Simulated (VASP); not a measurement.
Wanted: the native input for a VASP 6.6.1 run.

* Task: relaxation of shape and atoms at fixed volume
* Functional: PBEsol
* Potentials or basis: VASP PAW PBE potentials, release 64 (Mg)
* Cutoff: 600 eV
* k mesh: 15 × 15 × 7
* Occupations: methfessel-paxton, width 0.1 eV
* Spin: no spin polarisation
* Further INCAR settings: ALGO = Fast; EDIFF = 1e-07; IBRION = 2; EDIFFG = -0.01; NSW = 40; ISIF = 4

The structure of Mg lies in POSCAR:

```
Mg                                      
1.0
    3.1513505851      0.0000000000      0.0000000000
   -1.5756752925      2.7291496629      0.0000000000
    0.0000000000      0.0000000000      5.0202224412
  Mg            
     2
Direct
     0.3333333332999970    0.6666666667000030    0.2500000000000000
     0.6666666667000030    0.3333333332999970    0.7500000000000000
```

The cell isn't the ideal one: a relaxed cell with its volume scaled by 0.96.

These files were run (other wordings do the same):

INCAR

```
ALGO = Fast
EDIFF = 1E-7
EDIFFG = -0.01
ENCUT = 600
GGA = PS
IBRION = 2
ISIF = 4
ISMEAR = 1
LASPH = True
LCHARG = False
LREAL = False
LWAVE = False
NELM = 80
NSW = 40
PREC = Accurate
SIGMA = 0.1
```

KPOINTS

```
k-points
0
Gamma
  15 15 7
```

Potentials or basis: VASP PAW PBE potentials, release 64 (Mg).

Launch:

```bash
$ cat potpaw_PBE.64/Mg/POTCAR > POTCAR
$ mpirun -np 1 vasp_std > vasp.out
```

Results of the run:

| Item | Value |
| --- | --- |
| Pressure after relaxing | 1.7 GPa |
| Band gap on the k mesh | none (metal or under the smearing width) |

Caveat: the relaxation stopped at its first step, so nothing moved; the PAW data sets were made with another functional, which shifts forces and pressure a little.

It took 26 s on 1 thread of Intel(R) Xeon(R) Platinum 8375C CPU @ 2.90GHz (Ice Lake) (shared host), peak memory 0.19 GiB.
